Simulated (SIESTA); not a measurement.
**SiO2 under changes of volume**

One of the cells (13.656 Å³/atom); the others are scaled copies at fixed shape and fractional positions:

```
Si O
1.0
     0.00000    4.71626    7.36278
     2.35958    0.00000    7.36278
     2.35958    4.71626    0.00000
Si O
4 8
Direct
  0.93677 0.93677 0.56323
  0.68677 0.68677 0.31323
  0.31323 0.31323 0.68677
  0.56323 0.56323 0.93677
  0.06344 0.43656 0.06344
  0.43656 0.06344 0.43656
  0.81344 0.18656 0.81344
  0.18656 0.81344 0.18656
  0.12500 0.62500 0.62500
  0.62500 0.62500 0.62500
  0.62500 0.62500 0.12500
  0.62500 0.12500 0.62500
```

The cell comes from a database or a generator and needn't be the stable form of this composition.

* Program: SIESTA 5.4.2
* Functional: PBEsol
* Potentials or basis: PseudoDojo 0.4 standard (PBEsol files)
* Basis: DZP (energy shift 0.003 Ry)
* Grid cutoff: 800 Ry
* Energy shift: 0.003 Ry
* k mesh: 5 × 5 × 5
* Occupations: fermi-dirac, width 0.05 eV
* Spin: no spin polarisation

| volume (Å³/atom) | energy over the lowest point (meV/atom) | pressure (GPa) | gap on the mesh (eV) | largest force (eV/Å) |
| --- | --- | --- | --- | --- |
| 12.837 | 59.00 | 17.4 | 6.25 | 1.515 |
| 13.110 | 33.48 | 12.6 | 6.13 | 1.190 |
| 13.383 | 15.63 | 8.4 | 6.00 | 0.893 |
| 13.656 | 4.69 | 4.5 | 5.86 | 0.620 |
| 13.929 | 0.00 | 1.0 | 5.71 | 0.366 |
| 14.202 | ? | ? | ? | ? |
| 14.475 | 7.11 | -5.0 | 5.38 | 0.225 |

Problem. What does the run at 14.202 Å³/atom give?

Solution. Energy over the lowest point 0.98 meV/atom; pressure -2.1 GPa; gap on the mesh 5.55 eV; largest force 0.232 eV/Å.

Worked out: A Birch-Murnaghan fit of order 3 (a polynomial in V^(-2/3)) to the other rows has its minimum at 14.01 Å³/atom with B0 = V·E''(V) = 165 GPa and B' = 4.1 at fixed shape and positions, which overstates the stiffness. It gives 0.99 meV/atom at 14.202 Å³/atom, against the run's 0.98, and -dE/dV = -2.1 GPa, against -2.1. A parabola through the other rows of the gap, of slope -8.56 eV per unit of ln V (its deformation potential) there, gives 5.55 eV, against the run's 5.55.

Energies are extrapolated to zero smearing.

Caveats: an odd mesh through Γ misses points on the zone boundary, where band edges often lie; the basis of atomic orbitals isn't converged, which shifts pressures, moduli and gaps; forces of over 1 eV/Å show positions far from the minimum, so gaps and moduli don't describe the material at rest (some runs).
